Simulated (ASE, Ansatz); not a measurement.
# Void in SrCl2 (90 atoms): geometry optimisation

Aim: bring void in SrCl2 (90 atoms) to a nearby minimum of the energy and see what moves.

Method: Kohn-Sham DFT, PBE, PAW (set soft_2), plane waves, in Ansatz 0.2.0.

### 1. Set-up

The cell holds 90 atoms: 30 Sr and 60 Cl. Cell: a = 13.953 Å, b = 13.953 Å, c = 13.953 Å, α = 90.0°, β = 90.0°, γ = 90.0°. It derives from SrCl2 (fluorite-type), repeated 2×2×2. Fluorite-type SrCl2 (a = 6.977 Å), 2 x 2 x 2 conventional cells, the 2 Sr, 4 Cl nearest the centre removed; not relaxed, displaced by a Gaussian of 0.02 Å. Nearest the centre at fractional (0.528, 0.505, 0.531): Cl52 at 3.11 Å, Cl23 at 3.13 Å, Cl32 at 3.47 Å, Cl3 at 3.57 Å, Sr83 at 4.63 Å, Sr88 at 4.66 Å, Sr63 at 4.70 Å, Sr68 at 4.77 Å.

What the set-up can't give: The main run has no spin polarisation, so any moments at edges, vacancies or dangling bonds can't form in it. Only the Γ point is sampled, in a cell whose shortest periodic width is 14 Å.

### 2. Single point at the start

A single point comes first, to see the forces before anything moves.

The input, input.yaml:

```yaml
crystal:
  lattice:
    - [13.9534, 0.0, 0.0]
    - [0.0, 13.9534, 0.0]
    - [0.0, 0.0, 13.9534]
  atoms:
    - { symbol: Sr, position: [0.00137, 0.99534, 0.9983] }
    - { symbol: Cl, position: [0.12465, 0.12642, 0.12249] }
    - { symbol: Cl, position: [0.37495, 0.37259, 0.37427] }
    - { symbol: Sr, position: [0.99994, 0.25148, 0.25045] }
    [... 80 atom lines left out ...]
    - { symbol: Cl, position: [0.87414, 0.62318, 0.62514] }
    - { symbol: Cl, position: [0.87618, 0.62569, 0.87487] }
    - { symbol: Cl, position: [0.62605, 0.87504, 0.62574] }
    - { symbol: Sr, position: [0.7534, 0.75016, 0.50014] }
    - { symbol: Cl, position: [0.8736, 0.87224, 0.62558] }
    - { symbol: Cl, position: [0.62695, 0.6269, 0.87716] }
kpoints:
  mp_grid: { grid: [1, 1, 1] }
hamiltonian:
  xc: pbe
scf:
  occupations: { method: fermi_dirac, width: 0.025 }
output:
  forces: true
  stress: true
  populations: intrinsic
  dos:
    method: { smearing: { sigma: 0.15 } }
    de: 0.1
    projected: { site_lists: { Cl: [Cl], Sr: [Sr] } }
  eigenvalues: true
```

Command:

```
$ ansatz run input.yaml --threads 4 --pin off --max-ram 8192MiB --backend cpu --events-out ev --progress --plain --runs-dir out
```

Elapsed: 43 s, on 4 threads of Arm Neoverse V2, shared host; peak memory 3.3 GiB; 2.8 min of CPU time.

Numbers from this run:

| Item | Value |
| --- | --- |
| free energy | -171316.3505 eV |
| free energy per atom | -1903.5150 eV/atom |
| SCF cycles | 8 |
| pressure | 0.5826 GPa |
| r.m.s. force component | 0.2876 eV/Å |
| longest force | 1.273 eV/Å |
| Fermi energy | 4.92 eV |
| gap (highest filled to lowest empty level) | 2.418 eV |

The r.m.s. force component of 0.29 eV/Å and the pressure of 0.58 GPa set the starting point.

Neighbours are counted within 3.48 Å (Cl-Sr).

Length of the force by element and coordination:

```tsv
element	coordination	atoms	mean length of the force (eV/Å)	spread	least	most
Cl	all	60	0.323	0.209	0.0201	0.818
Cl	3	10	0.533	0.0957	0.325	0.708
Cl	4	50	0.280	0.199	0.0201	0.818
Sr	all	30	0.600	0.299	0.115	1.27
Sr	6	2	1.26	0.0149	1.24	1.27
Sr	7	6	0.796	0.251	0.452	1.10
Sr	8	22	0.486	0.205	0.115	0.878
```

### 3. Relaxation

The atoms are relaxed in the fixed cell, aiming at the force tolerance of the input.

input.yaml, the sections that differ from step 2:

```yaml
output:
  forces: true
relax:
  f_tol: 0.03
  max_steps: 81
# crystal, kpoints, hamiltonian, scf: as in step 2
```

The job ended after 2.2 min (4 threads; peak memory 3.2 GiB).

Step by step:

```tsv
step	energy less that of the first step (eV)	largest force component (eV/Å)
1	0.0000	1.1481
2	-1.8935	0.4001
3	-2.4490	0.1879
4	-2.6468	0.1423
5	-2.6750	0.0724
6	-2.6830	0.0172
7	-2.6830	0.0171
```

The atoms that moved most (Å):

```tsv
atom	dx	dy	dz	length
Cl75	-0.088	-0.637	0.177	0.667
Cl46	0.201	-0.618	-0.123	0.662
Cl78	-0.444	-0.027	-0.022	0.445
Cl43	-0.001	-0.039	-0.418	0.419
Cl72	-0.035	-0.010	0.395	0.397
Cl38	0.393	-0.007	0.008	0.393
Sr83	0.102	0.193	0.296	0.368
Sr88	0.290	0.190	0.116	0.366
```

The relaxation changed the energy by -29.8 meV/atom, and atoms moved by 0.21 Å r.m.s., 0.67 Å at most.

### 4. Distances and neighbours after relaxation

Bonds before and after, by the cutoffs listed below:

```tsv
pair	bonds before	bonds after	mean before (Å)	mean after (Å)	spread before (Å)	spread after (Å)
Cl-Sr	230	228	3.021	3.011	0.031	0.091
```

Density 2.91 g/cm³, 30.19 Å³ an atom.

g(r), total and by pair (bins of 0.2 Å):

```tsv
r (Å)	total	Cl-Cl	Cl-Sr	Sr-Sr
2.80	0.35	0.00	0.80	0.00
3.00	5.55	0.00	12.50	0.00
3.20	0.72	0.00	1.61	0.00
3.40	1.93	4.13	0.22	0.00
3.60	1.77	3.89	0.09	0.00
3.80	0.13	0.30	0.00	0.00
4.00	0.00	0.00	0.00	0.00
4.20	0.03	0.07	0.00	0.00
4.40	0.08	0.19	0.00	0.00
4.60	0.24	0.48	0.00	0.22
4.80	2.05	2.89	0.00	6.96
5.00	2.54	3.67	0.00	8.21
5.20	0.50	0.90	0.00	0.90
5.40	0.22	0.10	0.28	0.41
5.60	1.35	0.15	2.89	0.00
5.80	3.25	0.53	6.79	0.00
6.00	1.75	2.00	1.94	0.00
6.20	0.47	0.89	0.16	0.00
6.40	0.11	0.22	0.03	0.00
6.60	0.04	0.06	0.00	0.11
6.80	0.25	0.31	0.00	0.98
7.00	0.95	1.54	0.00	2.40
7.20	0.22	0.14	0.21	0.56
7.40	0.92	0.24	1.80	0.09
7.60	2.01	1.13	3.40	0.00
7.80	2.24	3.92	1.12	0.00
```

Bonds by pair of elements; cutoffs follow the first minimum of g(r), held within bounds set by covalent radii, and pairs that aren't listed don't count as bonded:

```tsv
pair A-B	cutoff (Å)	bonds	mean length (Å)	spread (Å)	shortest (Å)	B about A	A about B
Cl-Sr	3.52	228	3.01	0.091	2.86	3.8	7.6
```

How many atoms have how many bonded neighbours:

```tsv
element	mean	3	4	6	7	8
Cl	3.8	12	48	0	0	0
Sr	7.6	0	0	2	8	20
```

Bond angles (no mean is given where the spread exceeds 20°):

```tsv
angle	count	mean (°)	spread (°)
Cl-Sr-Cl	758	-	-
Sr-Cl-Sr	324	110	4.8
```

Bond length by coordination (bonds to H left out):

```tsv
element	coordination	atoms	mean bond length (Å)
Cl	3	12	2.94
Cl	4	48	3.02
Sr	6	2	2.89
Sr	7	8	2.97
Sr	8	20	3.04
```

First main peaks of g(r), for some of the pairs, lie near 3.50 Å (Cl-Cl), 2.99 Å (Cl-Sr) and 4.86 Å (Sr-Sr). With the cutoffs above, 80 % of Cl atoms have 4 and 67 % of Sr atoms have 8 bonded neighbours. Bonds at Cl atoms with 3 neighbours average 2.94 Å, against 3.02 Å at those with 4.

### 5. Single point at the relaxed geometry

The electronic structure is read at the final geometry, in a run of its own.

The input, input.yaml:

```yaml
crystal:
  lattice:
    - [13.9534, 0.0, 0.0]
    - [0.0, 13.9534, 0.0]
    - [0.0, 0.0, 13.9534]
  atoms:
    - { symbol: Sr, position: [0.99724, 0.00015, 0.99736] }
    - { symbol: Cl, position: [0.12437, 0.12395, 0.12445] }
    - { symbol: Cl, position: [0.37302, 0.37422, 0.37308] }
    - { symbol: Sr, position: [0.00512, 0.25131, 0.24677] }
    [... 80 atom lines left out ...]
    - { symbol: Cl, position: [0.88546, 0.63321, 0.62208] }
    - { symbol: Cl, position: [0.8831, 0.63628, 0.8831] }
    - { symbol: Cl, position: [0.63563, 0.86665, 0.63569] }
    - { symbol: Sr, position: [0.77421, 0.76381, 0.50848] }
    - { symbol: Cl, position: [0.88767, 0.88424, 0.62974] }
    - { symbol: Cl, position: [0.6221, 0.63319, 0.88536] }
kpoints:
  mp_grid: { grid: [1, 1, 1] }
hamiltonian:
  xc: pbe
scf:
  occupations: { method: fermi_dirac, width: 0.025 }
output:
  forces: true
  stress: true
  populations: true
  dos:
    method: { smearing: { sigma: 0.15 } }
    de: 0.1
    projected: { site_lists: { Cl: [Cl], Sr: [Sr] } }
  eigenvalues: true
  write_density: true
  write_potential: true
  volumetric_format: npy
  elf: true
```

Run time: 50 s. Hardware: 4 threads; peak memory 3.3 GiB; 3.2 min of CPU time.

The program notes that the exchange-correlation potential is rough where the density is thin.

The run gave:

```yaml
free_energy: -171319.0335 eV
free_energy_per_atom: -1903.5448 eV/atom
scf_cycles: 8
pressure: 0.9706 GPa
r_m_s_force_component: 0.00378 eV/Å
longest_force: 0.01706 eV/Å
fermi_energy: 5.12 eV
spacing_of_highest_filled_and_lowest_empty_level: 4.582 eV
spilling_of_the_projection: 0.00809
```

Löwdin charges by element and coordination (they lack the spilled electrons, 0.065 e an atom on average):

```tsv
element	coordination	atoms	mean charge (e)	spread	least	most
Cl	all	60	-0.732	0.0047	-0.746	-0.725
Cl	3	12	-0.737	0.0051	-0.746	-0.729
Cl	4	48	-0.731	0.0036	-0.739	-0.725
Sr	all	30	1.66	0.0089	1.65	1.69
Sr	6	2	1.69	0	1.69	1.69
Sr	7	8	1.66	0.0044	1.66	1.67
Sr	8	20	1.65	0.002	1.65	1.66
```

States in the cell by windows of 1 eV, zero at the Fermi level; the larger projections on atomic orbitals stand beside the total:

```tsv
from (eV)	to (eV)	total	Cl p	Cl s	Sr p
-18	-17	176.1	1.9	7.6	165.8
-17	-16	0.9	0.0	0.7	0.0
-16	-15	104.0	0.1	92.5	7.7
-15	-14	15.1	0.0	13.8	1.0
-14	-6	0.0	0.0	0.0	0.0
-6	-5	18.5	16.5	0.0	0.1
-5	-4	147.2	139.3	0.6	0.9
-4	-3	142.3	138.6	0.2	0.8
-3	-2	52.1	51.3	0.0	0.1
-2	2	0.0	0.0	0.0	0.0
2	3	7.5	0.1	0.4	0.0
3	4	71.8	0.9	0.9	0.0
```

Between -26 and -18 eV lie 4 more states.

The stored curve holds about 660 of the 720 electrons; the rest, give or take the few that broadening carries across the Fermi level, lie in deeper levels below its range.

The levels nearest the highest filled one (over half full), pooled over k-points and spins:

```tsv
level less the highest filled one (eV)	occupation
-0.336	2
-0.316	2
-0.240	2
-0.196	2
-0.140	2
0	2
4.58	0
5.22	0
5.22	0
5.24	0
5.32	0
5.45	0
```

Mean Löwdin charges: Cl -0.73, Sr +1.66 e (they miss 0.81 % of the electrons, so they add up to more than the cell's charge).

### 6. Summary of results

```json
{
 "energy change in the relaxation": "-29.81 meV/atom",
 "r.m.s. displacement": "0.207 Å",
 "largest displacement": "0.667 Å",
 "free energy per atom": "-1903.5448 eV/atom",
 "density": "2.907 g/cm³",
 "pressure": "0.9706 GPa",
 "r.m.s. force component": "0.00378 eV/Å",
 "gap (highest filled to lowest empty level)": "4.582 eV",
 "wall time of the 3 DFT runs": "3.7 min"
}
```

Relaxation lowers the energy by 29.8 meV/atom and moves atoms by 0.21 Å r.m.s.; the r.m.s. force component goes from 0.29 to 0.0038 eV/Å, the pressure goes from 0.58 to 0.97 GPa, and the gap from 2.42 to 4.58 eV. By the final cutoffs 2 of 230 bonded pairs parted and 0 joined. From the first step to the last the energy fell by 2.683 eV, and the largest move was 0.67 Å (Cl75, with 1 other atom within 2 % of it). Judged within 0.08 Å, the space group went from P1 to Cm. The Cl-Sr bonds go from 3.021 Å (spread 0.031) to 3.011 Å (spread 0.091), and their number from 230 to 228. With the cutoffs above, 80 % of Cl atoms have 4 and 67 % of Sr atoms have 8 bonded neighbours. Between filled and empty levels lie 4.58 eV at Γ alone; the mesh holds the band edges only if they fold onto it, so the gap at this level can be narrower or closed, while semilocal functionals tend to narrow gaps against experiment.

[Logs are printed without paths, hosts, clocks, repeated set-up lines and the standing remarks that a program may print on its own settings, such as how far it seeks lower states.]

[Hosts, paths, dates, database ids (printed as entryN), source tags and the programs' standing remarks are cut or masked in the printed files.]
